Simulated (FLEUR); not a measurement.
GaN:

```
Ga N
1.0
     0.00000    2.25350    2.25350
     2.25350    0.00000    2.25350
     2.25350    2.25350    0.00000
Ga N
1 1
Direct
  0.00000 0.00000 0.00000
  0.25000 0.25000 0.25000
```

The cell is a database's computed one.

| Item | Value |
| --- | --- |
| Program | FLEUR MaX-R8.1 (later development tree) |
| Task | single point |
| Functional | PBE |
| Potentials or basis | all-electron |
| Basis | FLAPW |
| Kmax | 4.86 1/bohr |
| k mesh | 10 × 10 × 10 |
| Occupations | fermi-dirac, width 0.05 eV |
| Spin | no spin polarisation |
| Gmax | 15.1 1/bohr |
| Muffin-tin radii | Ga 1.88, N 1.44 bohr |
| lmax | Ga 8, N 8 |
| Local orbitals a species | Ga 6, N 3 |
| Max iterations | 60 |
| Mixing factor | 0.05 |
| Mixer | Anderson |
| Mixer history | 15 |
| Density convergence | 1e-05 me/bohr^3 |

On this cell: largest force zero by symmetry; band gap on the k mesh 1.73 eV, direct.

The same run follows on a disturbed copy (atoms moved at random, drawn with an rms of 0.05 Å):

```
CELL_PARAMETERS angstrom
0.00000 2.25350 2.25350
2.25350 0.00000 2.25350
2.25350 2.25350 0.00000
ATOMIC_POSITIONS crystal
Ga 0.00643 0.99831 0.99469
N 0.24250 0.24820 0.25662
```

**Question.** What changes?

**Answer.** The energy moves by +5.3 meV/atom; largest force 0.505 eV/Å; band gap on the k mesh 1.65 eV, direct.

Forces on the atoms (eV/Å):
```
Ga   0.324 -0.010 -0.387
N   -0.324  0.010  0.387
```

